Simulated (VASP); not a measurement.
Wanted: the native input for a VASP 6.6.1 run.

```
Task                   : single point
Functional             : PBE
Potentials or basis    : VASP PAW PBE potentials, release 64 (Tm)
Cutoff                 : 520 eV
k mesh                 : 10 × 10 × 10
Occupations            : fermi-dirac, width 0.05 eV
Spin                   : collinear spin, ferromagnetic start
Starting moments       : [2.0] μB
Further INCAR settings : ALGO = Normal; EDIFF = 1e-07; NBANDS = 22
```

The structure of Tm lies in POSCAR:

```
Tm
1.0
   -1.9705499473      1.9705499473      1.9705499473
    1.9705499473     -1.9705499473      1.9705499473
    1.9705499473      1.9705499473     -1.9705499473
Tm
1
Direct
    0.0000000000      0.0000000000      0.0000000000
```

This isn't the form of Tm at room conditions, which is hcp.

The input as run:

INCAR

```
PREC     = Accurate       # precision mode
ENCUT    = 520            # plane-wave cutoff, eV
EDIFF    = 1E-7           # SCF threshold, eV
ISMEAR   = -1             # smearing method
SIGMA    = 0.05           # smearing width, eV
LREAL    = F              # projectors in reciprocal space
LASPH    = T              # aspherical terms in the spheres
NELM     = 100            # most SCF steps
ALGO     = Normal         # electronic algorithm
ISIF     = 2              # what is computed and relaxed
LWAVE    = F              # write WAVECAR
LCHARG   = T              # write CHGCAR
ISPIN    = 2              # spin polarisation
MAGMOM   = 2              # initial moments
LORBIT   = 11             # projections on sites
LMAXMIX  = 6              # l up to which the mixer works
GGA      = PE             # functional
LELF     = T              # ELF
LVHAR    = T            
NBANDS   = 22             # bands
```

KPOINTS

```
Automatic mesh
0
Gamma
  10 10 10
```

Potentials or basis: VASP PAW PBE potentials, release 64 (Tm).

Run with:

```sh
$ cat potpaw_PBE.64/Tm/POTCAR > POTCAR
$ mpirun -np 1 vasp_std > vasp.out
```

Results of the run:

```
Pressure                                              : 2.8 GPa
Band gap on the k mesh                                : none (metal or under the smearing width)
Net moment                                            : 1.14 μB per cell
Site moments                                          : Tm +1.22 μB
Valence electrons inside the program's atomic spheres : Tm 21.06
```

Caveat: the magnetic or orbital state may not be the lowest; spin-orbit coupling is left out, which moves the levels of the heavy elements.

Run time: 89 s on 1 thread of Intel(R) Xeon(R) Platinum 8488C (Sapphire Rapids), with other jobs on the host, peak memory 0.21 GiB.
